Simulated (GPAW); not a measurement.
# ZrS in GPAW: convergence with bands over the usual count

ZrS:

```
Zr S
1.0
     0.00000    2.62500    2.62500
     2.62500    0.00000    2.62500
     2.62500    2.62500    0.00000
Zr S
1 1
Direct
  0.00000 0.00000 0.00000
  0.50000 0.50000 0.50000
```

```yaml
Program: GPAW 26.7.0
Task: convergence study
Functional: LDA
Potentials_or_basis: the program's PAW data sets (release 1.2.1) made for this functional
Cutoff: 600 eV
Basis: pw
k_mesh: 9 × 9 × 9
Occupations: fermi-dirac, width 0.05 eV
Spin: no spin polarisation
```

These are the settings of the first run; the series varies bands over the usual count, with any setting tied to it.

Hardware: 1 thread of Arm Neoverse V1, on a shared host.

| bands over the usual count | energy less the tightest run, at zero smearing (meV/atom) | SCF cycles | CPU time (s) | peak memory (GiB) |
| --- | --- | --- | --- | --- |
| 0.72 | 0.00 | 9 | 14 | 0.15 |
| 0.8 | 0.00 | 9 | 15 | 0.15 |
| 0.9 | 0.00 | 9 | 16 | 0.15 |
| 1 | 0.00 | 9 | 18 | 0.15 |
| 1.3 | 0.00 | 9 | 23 | 0.16 |
| 1.7 | 0.00 | 9 | 29 | 0.16 |
| 2.5 | 0.00 | 10 | 44 | 0.17 |

Against the tightest run, the energy stays within 1 meV/atom from 0.72 on. The tightest run that finished is the yardstick and may itself not be fully converged.
